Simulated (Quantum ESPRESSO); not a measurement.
# GaN (Fm-3m) in Quantum ESPRESSO: convergence with k mesh

Aim: find how far k mesh must go before the results for GaN settle, at PBE. This setting moves, with any that are tied to it; all else stays.

All numbers are computed with Quantum ESPRESSO 7.5; they aren't measurements. Logs are shortened: lines on timing, memory, paths and dates and some standing lists are left out, and cuts for length are marked.

## (1) The crystal as given

Symmetry: Fm-3m, No. 225, cubic system. The conventional cell has a = 4.270 Å, b = 4.270 Å, c = 4.270 Å, α = 90.00°, β = 90.00°, γ = 90.00°. Ga (site symmetry m-3m) has 6 N at 2.14 Å as nearest neighbours. N (site symmetry m-3m) has 6 Ga at 2.14 Å as nearest neighbours.

Measurements of this composition are mostly on another form, of space group No. 186.

## (2) With k mesh 2 × 2 × 2

Contents of pw.in:

```
&CONTROL
  calculation = 'scf'
  prefix = 'pwscf'
  outdir = './tmp'
  pseudo_dir = './pseudo'
  tprnfor = .true.
  tstress = .true.
  disk_io = 'nowf'
/
&SYSTEM
  ibrav = 0
  nat = 2
  ntyp = 2
  ecutwfc = 70
  ecutrho = 560
  nbnd = 15
  occupations = 'smearing'
  smearing = 'mv'
  degauss = 0.00367493
/
&ELECTRONS
  conv_thr = 4d-10
  electron_maxstep = 120
  mixing_beta = 0.5
/
ATOMIC_SPECIES
Ga    69.7230 Ga.pbe-dn-kjpaw_psl.1.0.0.UPF
N     14.0070 N.pbe-n-radius_5.UPF
CELL_PARAMETERS angstrom
   0.0000000000    2.1352350000    2.1352350000
   2.1352350000    0.0000000000    2.1352350000
   2.1352350000    2.1352350000    0.0000000000
ATOMIC_POSITIONS crystal
Ga     0.0000000000    0.0000000000    0.0000000000
N      0.5000000000    0.5000000000    0.5000000000
K_POINTS automatic
2 2 2 0 0 0
```

Potentials or basis: SSSP 1.3 efficiency PBE.

The run is started by

```bash
$ OMP_NUM_THREADS=1 pw.x -in pw.in > pw.out
```

Run time: 27 s. Hardware: 1 thread of Arm Neoverse V2, shared host; peak memory 0.14 GiB.

What came out:

| Quantity | Value |
| --- | --- |
| Free energy | -4053.2036 eV |
| Pressure | 10.2 GPa |

## (3) With k mesh 3 × 3 × 3

pw.in, as its differences from that of step 2:

```diff
@@ -36,2 +36,2 @@
 K_POINTS automatic
-2 2 2 0 0 0
+3 3 3 0 0 0
```

Potentials or basis: SSSP 1.3 efficiency PBE.

The run is started by

```bash
$ OMP_NUM_THREADS=1 pw.x -in pw.in > pw.out
```

Run time: 15 s. Hardware: 1 thread of Arm Neoverse V2, shared host; peak memory 0.14 GiB.

Results:

```yaml
Free_energy: -4055.5220 eV
Pressure: -1.4 GPa
Band_gap_on_the_k_mesh: 2.07 eV, indirect (least direct gap 2.26 eV)
```

## (4) With k mesh 5 × 5 × 5

pw.in, as its differences from that of step 3:

```diff
@@ -36,2 +36,2 @@
 K_POINTS automatic
-3 3 3 0 0 0
+5 5 5 0 0 0
```

The run is started by

```bash
$ OMP_NUM_THREADS=1 pw.x -in pw.in > pw.out
```

Wall time 17 s (1 thread of Arm Neoverse V2, shared host); peak memory 0.15 GiB.

What came out:

| Property | Result |
| --- | --- |
| Free energy | -4056.0095 eV |
| Pressure | -1.1 GPa |
| Band gap on the k mesh | 1.13 eV, indirect (least direct gap 2.35 eV) |

## (5) With k mesh 7 × 7 × 7

pw.in, as its differences from that of step 4:

```diff
@@ -36,2 +36,2 @@
 K_POINTS automatic
-5 5 5 0 0 0
+7 7 7 0 0 0
```

The run is started by

```bash
$ OMP_NUM_THREADS=1 pw.x -in pw.in > pw.out
```

It took 17 s on 1 thread of Arm Neoverse V2, shared host; peak memory 0.15 GiB.

Results:

```yaml
Free_energy: -4056.0465 eV
Pressure: -0.8 GPa
Band_gap_on_the_k_mesh: 0.80 eV, indirect (least direct gap 2.36 eV)
```

## (6) With k mesh 8 × 8 × 8

pw.in, as its differences from that of step 5:

```diff
@@ -36,2 +36,2 @@
 K_POINTS automatic
-7 7 7 0 0 0
+8 8 8 0 0 0
```

Potentials or basis: SSSP 1.3 efficiency PBE.

The run is started by

```bash
$ OMP_NUM_THREADS=1 pw.x -in pw.in > pw.out
```

Wall time 32 s (1 thread of Arm Neoverse V2, shared host); peak memory 0.15 GiB.

It converged, with:

```yaml
Free_energy: -4056.0496 eV
Pressure: -0.8 GPa
Band_gap_on_the_k_mesh: 0.41 eV, indirect (least direct gap 2.36 eV)
```

## (7) With k mesh 10 × 10 × 10

pw.in, as its differences from that of step 6:

```diff
@@ -36,2 +36,2 @@
 K_POINTS automatic
-8 8 8 0 0 0
+10 10 10 0 0 0
```

The run is started by

```bash
$ OMP_NUM_THREADS=1 pw.x -in pw.in > pw.out
```

Run time: 44 s. Hardware: 1 thread of Arm Neoverse V2, shared host; peak memory 0.16 GiB.

It converged, with:

* Free energy: -4056.0513 eV
* Pressure: -0.7 GPa
* Band gap on the k mesh: 0.43 eV, indirect (least direct gap 2.36 eV)

## (8) With k mesh 11 × 11 × 11

pw.in, as its differences from that of step 7:

```diff
@@ -36,2 +36,2 @@
 K_POINTS automatic
-10 10 10 0 0 0
+11 11 11 0 0 0
```

The run is started by

```bash
$ OMP_NUM_THREADS=1 pw.x -in pw.in > pw.out
```

Run time: 49 s. Hardware: 1 thread of Arm Neoverse V2, shared host; peak memory 0.16 GiB.

Results (log left out):

```
Free energy            : -4056.0514 eV
Pressure               : -0.7 GPa
Band gap on the k mesh : 0.54 eV, indirect (least direct gap 2.36 eV)
```

## (9) With k mesh 13 × 13 × 13

pw.in, as its differences from that of step 8:

```diff
@@ -36,2 +36,2 @@
 K_POINTS automatic
-11 11 11 0 0 0
+13 13 13 0 0 0
```

Potentials or basis: SSSP 1.3 efficiency PBE.

The run is started by

```bash
$ OMP_NUM_THREADS=1 pw.x -in pw.in > pw.out
```

It took 53 s on 1 thread of Arm Neoverse V2, shared host; peak memory 0.17 GiB.

It converged, with:

- Free energy: -4056.0516 eV
- Pressure: -0.7 GPa
- Band gap on the k mesh: 0.52 eV, indirect (least direct gap 2.36 eV)

## (10) With k mesh 15 × 15 × 15

pw.in, as its differences from that of step 9:

```diff
@@ -36,2 +36,2 @@
 K_POINTS automatic
-13 13 13 0 0 0
+15 15 15 0 0 0
```

Potentials or basis: SSSP 1.3 efficiency PBE.

The run is started by

```bash
$ OMP_NUM_THREADS=1 pw.x -in pw.in > pw.out
```

pw.out:

```text
This program is part of the open-source Quantum ESPRESSO suite
     for quantum simulation of materials; please cite
         "P. Giannozzi et al., J. Phys.:Condens. Matter 21 395502 (2009);
         "P. Giannozzi et al., J. Phys.:Condens. Matter 29 465901 (2017);
         "P. Giannozzi et al., J. Chem. Phys. 152 154105 (2020);
     in publications or presentations arising from this work. More details at

     file Ga.pbe-dn-kjpaw_psl.1.0.0.UPF: wavefunction(s)  4S renormalized
     Message from routine setup:
     using ibrav=0 with symmetry is DISCOURAGED, use correct ibrav instead

     G-vector sticks info
     --------------------
     sticks:   dense  smooth     PW     G-vecs:    dense   smooth      PW
     Sum        1261     637    199                29603    10417    1837

     Using Slab Decomposition

     bravais-lattice index     =            0
     lattice parameter (alat)  =       5.7064  a.u.
     unit-cell volume          =     131.3904 (a.u.)^3
     number of atoms/cell      =            2
     number of atomic types    =            2
     number of electrons       =        18.00
     number of Kohn-Sham states=           15
     kinetic-energy cutoff     =      70.0000  Ry
     charge density cutoff     =     560.0000  Ry
     scf convergence threshold =      4.0E-10
     mixing beta               =       0.5000
     number of iterations used =            8  plain     mixing
     Exchange-correlation= PBE
                           (   1   4   3   4   0   0   0)

     celldm(1)=   5.706365  celldm(2)=   0.000000  celldm(3)=   0.000000
     celldm(4)=   0.000000  celldm(5)=   0.000000  celldm(6)=   0.000000

     crystal axes: (cart. coord. in units of alat)
               a(1) = (   0.000000   0.707107   0.707107 )
               a(2) = (   0.707107   0.000000   0.707107 )
               a(3) = (   0.707107   0.707107   0.000000 )

     reciprocal axes: (cart. coord. in units 2 pi/alat)
               b(1) = ( -0.707107  0.707107  0.707107 )
               b(2) = (  0.707107 -0.707107  0.707107 )
               b(3) = (  0.707107  0.707107 -0.707107 )

     PseudoPot. # 1 for Ga read from file:
     Ga.pbe-dn-kjpaw_psl.1.0.0.UPF
     Pseudo is Projector augmented-wave + core cor, Zval = 13.0
     Generated using "atomic" code by A. Dal Corso  v.5.1
     Shape of augmentation charge: PSQ
     Using radial grid of 1205 points,  6 beta functions with:
                l(1) =   0
                l(2) =   0
                l(3) =   1
                l(4) =   1
                l(5) =   2
                l(6) =   2
     Q(r) pseudized with 0 coefficients

     PseudoPot. # 2 for N  read from file:
     N.pbe-n-radius_5.UPF
     Pseudo is Ultrasoft + core correction, Zval =  5.0
     Generated using "atomic" code by A. Dal Corso  v.5.1
     Using radial grid of 1085 points,  4 beta functions with:
                l(1) =   0
                l(2) =   0
                l(3) =   1
                l(4) =   1
     Q(r) pseudized with 0 coefficients

     atomic species   valence    mass     pseudopotential
     Ga               13.00    69.72300     Ga( 1.00)
     N                 5.00    14.00700     N ( 1.00)

     48 Sym. Ops., with inversion, found

   Cartesian axes

     site n.     atom                  positions (alat units)
         1        Ga     tau(   1) = (   0.0000000   0.0000000   0.0000000  )
         2        N      tau(   2) = (   0.7071068   0.7071068   0.7071068  )

     number of k points=   120  Marzari-Vanderbilt smearing, width (Ry)=  0.0037

     Number of k-points >= 100: set verbosity='high' to print them.

     Dense  grid:    29603 G-vectors     FFT dimensions: (  45,  45,  45)

     Smooth grid:    10417 G-vectors     FFT dimensions: (  32,  32,  32)

     Initial potential from superposition of free atoms

     starting charge      17.9970, renormalised to      18.0000
     Starting wfcs are   13 randomized atomic wfcs +    2 random wfcs

     Self-consistent Calculation

     iteration #  1     ecut=    70.00 Ry     beta= 0.50
     Davidson diagonalization with overlap
     ethr =  1.00E-02,  avg # of iterations =  7.3

     total energy              =    -297.85886606 Ry
     estimated scf accuracy    <       0.49829275 Ry

     iteration #  2     ecut=    70.00 Ry     beta= 0.50
     Davidson diagonalization with overlap
     ethr =  2.77E-03,  avg # of iterations =  3.9

     total energy              =    -298.05248742 Ry
     estimated scf accuracy    <       0.12302894 Ry

     iteration #  3     ecut=    70.00 Ry     beta= 0.50
     Davidson diagonalization with overlap
     ethr =  6.83E-04,  avg # of iterations =  5.5

     total energy              =    -298.10927076 Ry
     estimated scf accuracy    <       0.02394762 Ry

     iteration #  4     ecut=    70.00 Ry     beta= 0.50
     Davidson diagonalization with overlap
     c_bands:  1 eigenvalues not converged
     ethr =  1.33E-04,  avg # of iterations =  4.5

     WARNING: integrated charge=    18.00000283, expected=    18.00000000

     total energy              =    -298.11226373 Ry
     estimated scf accuracy    <       0.04243086 Ry

     iteration #  5     ecut=    70.00 Ry     beta= 0.50
     Davidson diagonalization with overlap
     ethr =  1.33E-04,  avg # of iterations =  1.5

     WARNING: integrated charge=    18.00000185, expected=    18.00000000

     total energy              =    -298.11342056 Ry
     estimated scf accuracy    <       0.00040025 Ry

     iteration #  6     ecut=    70.00 Ry     beta= 0.50
     Davidson diagonalization with overlap
     c_bands:  2 eigenvalues not converged
     c_bands:  1 eigenvalues not converged
     c_bands:  1 eigenvalues not converged
     c_bands:  1 eigenvalues not converged
     c_bands:  1 eigenvalues not converged
     c_bands:  1 eigenvalues not converged
     c_bands:  1 eigenvalues not converged
     c_bands:  1 eigenvalues not converged
     c_bands:  1 eigenvalues not converged
     ethr =  2.22E-06,  avg # of iterations = 11.6

     WARNING: integrated charge=    18.00000220, expected=    18.00000000

     total energy              =    -298.11426911 Ry
     estimated scf accuracy    <       0.00023522 Ry

     iteration #  7     ecut=    70.00 Ry     beta= 0.50
     Davidson diagonalization with overlap
     ethr =  1.31E-06,  avg # of iterations =  1.7

     total energy              =    -298.11427862 Ry
     estimated scf accuracy    <       0.00023697 Ry

     iteration #  8     ecut=    70.00 Ry     beta= 0.50
     Davidson diagonalization with overlap
     ethr =  1.31E-06,  avg # of iterations =  1.0

     total energy              =    -298.11428279 Ry
     estimated scf accuracy    <       0.00000534 Ry

     iteration #  9     ecut=    70.00 Ry     beta= 0.50
     Davidson diagonalization with overlap
     ethr =  2.97E-08,  avg # of iterations =  7.0

     total energy              =    -298.11429245 Ry
     estimated scf accuracy    <       0.00000126 Ry

     iteration # 10     ecut=    70.00 Ry     beta= 0.50
     Davidson diagonalization with overlap
     ethr =  7.00E-09,  avg # of iterations =  2.6

     total energy              =    -298.11429231 Ry
     estimated scf accuracy    <       0.00000152 Ry

     iteration # 11     ecut=    70.00 Ry     beta= 0.50
     Davidson diagonalization with overlap
     ethr =  7.00E-09,  avg # of iterations =  1.1

     total energy              =    -298.11429204 Ry
     estimated scf accuracy    <       0.00000093 Ry

     iteration # 12     ecut=    70.00 Ry     beta= 0.50
     Davidson diagonalization with overlap
     ethr =  5.15E-09,  avg # of iterations =  1.1

     total energy              =    -298.11429184 Ry
     estimated scf accuracy    <       0.00000072 Ry
[... 50 lines left out ...]
     iteration # 20     ecut=    70.00 Ry     beta= 0.50
     Davidson diagonalization with overlap
     ethr =  1.41E-11,  avg # of iterations =  3.3

     total energy              =    -298.11429193 Ry
     estimated scf accuracy    <          4.5E-10 Ry

     iteration # 21     ecut=    70.00 Ry     beta= 0.50
     Davidson diagonalization with overlap
     ethr =  2.50E-12,  avg # of iterations =  5.3

     total energy              =    -298.11429193 Ry
     estimated scf accuracy    <          1.8E-09 Ry

     iteration # 22     ecut=    70.00 Ry     beta= 0.50
     Davidson diagonalization with overlap
     ethr =  2.50E-12,  avg # of iterations =  5.0

     total energy              =    -298.11429194 Ry
     estimated scf accuracy    <          7.8E-10 Ry

     iteration # 23     ecut=    70.00 Ry     beta= 0.50
     Davidson diagonalization with overlap
     ethr =  2.50E-12,  avg # of iterations =  1.0

     total energy              =    -298.11429193 Ry
     estimated scf accuracy    <          7.2E-10 Ry

     iteration # 24     ecut=    70.00 Ry     beta= 0.50
     Davidson diagonalization with overlap
     ethr =  2.50E-12,  avg # of iterations =  1.0

     End of self-consistent calculation

     Number of k-points >= 100: set verbosity='high' to print the bands.

     the Fermi energy is    12.9180 ev

!    total energy              =    -298.11429193 Ry
     estimated scf accuracy    <          1.0E-10 Ry
     smearing contrib. (-TS)   =       0.00000000 Ry
     internal energy E=F+TS    =    -298.11429193 Ry

     The total energy is F=E-TS. E is the sum of the following terms:
     one-electron contribution =     -71.51824525 Ry
     hartree contribution      =      57.06807792 Ry
     xc contribution           =     -43.93780568 Ry
     ewald contribution        =    -127.77275404 Ry
     one-center paw contrib.   =    -111.95356488 Ry

     convergence has been achieved in  24 iterations

     Forces acting on atoms (cartesian axes, Ry/au):

     atom    1 type  1   force =    -0.00000000   -0.00000000   -0.00000000
     atom    2 type  2   force =     0.00000000    0.00000000    0.00000000

     Total force =     0.000000     Total SCF correction =     0.000000

     Computing stress (Cartesian axis) and pressure

          total   stress  (Ry/bohr**3)                   (kbar)     P=       -7.11
  -0.00004831   0.00000000   0.00000000           -7.11        0.00        0.00
   0.00000000  -0.00004831   0.00000000            0.00       -7.11        0.00
   0.00000000   0.00000000  -0.00004831            0.00        0.00       -7.11

=------------------------------------------------------------------------------=
   JOB DONE.
=------------------------------------------------------------------------------=
```

Wall time 66 s (1 thread of Arm Neoverse V2, shared host); peak memory 0.18 GiB.

Results:

| Item | Value |
| --- | --- |
| Free energy | -4056.0516 eV |
| Pressure | -0.7 GPa |
| Band gap on the k mesh | 0.48 eV, indirect (least direct gap 2.36 eV) |

## (11) The series at a glance

| k mesh | energy less the tightest run, at zero smearing (meV/atom) | pressure (GPa) | gap on the mesh (eV) | SCF cycles | CPU time (s) | peak memory (GiB) |
| --- | --- | --- | --- | --- | --- | --- |
| 2 × 2 × 2 | 1423.97 | 10.24 | - | 63 | 27 | 0.14 |
| 3 × 3 × 3 | 264.79 | -1.37 | 2.073 | 29 | 15 | 0.14 |
| 5 × 5 × 5 | 21.05 | -1.11 | 1.126 | 26 | 17 | 0.15 |
| 7 × 7 × 7 | 2.52 | -0.82 | 0.803 | 19 | 17 | 0.15 |
| 8 × 8 × 8 | 0.97 | -0.77 | 0.414 | 33 | 32 | 0.15 |
| 10 × 10 × 10 | 0.15 | -0.72 | 0.425 | 30 | 44 | 0.16 |
| 11 × 11 × 11 | 0.06 | -0.72 | 0.539 | 32 | 49 | 0.16 |
| 13 × 13 × 13 | 0.00 | -0.71 | 0.515 | 26 | 53 | 0.17 |
| 15 × 15 × 15 | 0.00 | -0.71 | 0.480 | 24 | 66 | 0.18 |

Against the tightest run, the energy stays within 1 meV/atom from 8 × 8 × 8 on; the pressure stays within 0.1 GPa from 8 × 8 × 8 on. Not settled before the last step: the gap on the mesh (to 0.01 eV). Meshes of other sizes hit other points, so gaps and Fermi surfaces needn't settle smoothly. The tightest run that finished is the yardstick and may itself not be fully converged.

Caveats: this smearing can shift energies of a crystal with a gap; an odd mesh through Γ misses points on the zone boundary, where band edges often lie.
